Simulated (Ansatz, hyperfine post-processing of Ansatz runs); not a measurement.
# Reading the 7Li spectrum of Li2FePO5

Calculated values: DFT, r2SCAN, plane-wave PAW, default files (PAW set soft_2), collinear spin, scalar-relativistic (Ansatz), contact and point-dipole shifts scaled to 330 K with Θ = 0 K (a pure Curie law); spin-only moments, above the ordering temperature.

```
Fe P O Li
1.0
     6.42966    0.00000    0.00000
     0.00000    6.42966    0.00000
     0.00000    0.00000    4.49499
Fe P O Li
2 2 10 4
Direct
  0.00000 0.50000 0.93257
  0.50000 0.00000 0.06743
  0.50000 0.50000 0.00000
  0.00000 0.00000 0.00000
  0.00000 0.80663 0.79636
  0.50000 0.69337 0.20364
  0.30663 0.50000 0.79636
  0.69337 0.50000 0.79636
  0.50000 0.30663 0.20364
  0.00000 0.19337 0.79636
  0.19337 0.00000 0.20364
  0.80663 0.00000 0.20364
  0.00000 0.50000 0.32698
  0.50000 0.00000 0.67302
  0.25000 0.75000 0.50000
  0.75000 0.75000 0.50000
  0.75000 0.25000 0.50000
  0.25000 0.25000 0.50000
```

7Li MAS at 9.4 T (155.6 MHz), 30 kHz, 330 K; contact and dipolar shift alone, no orbital or quadrupolar part; lines under 1.5 % of the strongest are left out. NMR lines, with heights relative to the strongest:

```
position (ppm)  intensity
       -2275.8        1.9
       -2082.9        5.4
       -1890.1         13
       -1697.2         27
       -1504.3         44
       -1311.5         55
       -1118.6         53
        -925.8         42
        -732.9         43
        -540.0         64
        -347.2         55
        -154.3         54
          38.5         77
         231.4         92
         424.2        100
         617.1         98
         810.0         81
        1002.8         56
        1195.7         55
        1388.5         64
        1581.4         66
        1774.3         52
        1967.1         30
        2160.0         14
        2352.8        5.2
        2545.7        1.8
```

Q: Find the isotropic shifts among the lines and assign them to the Li sites.

Sidebands are spaced by 193 ppm (the spinning rate over the resonance of 155.6 MHz). An isotropic line need not be the tallest: it is the area-weighted centre of its own family of sidebands, and the one that stays put when the rate is changed. Isotropic shifts: 231 ppm for atom 15 and the 3 atoms equivalent to it (4 Fe through links of 91° (4) and 109° (2)), reduced anisotropy -2124 ppm.

[Logs are printed without paths, hosts, clocks, repeated set-up lines and the standing remarks that a program may print on its own settings, such as how far it seeks lower states.]

[Hosts, paths, dates, database ids (printed as entryN), source tags and the programs' standing remarks are cut or masked in the printed files.]
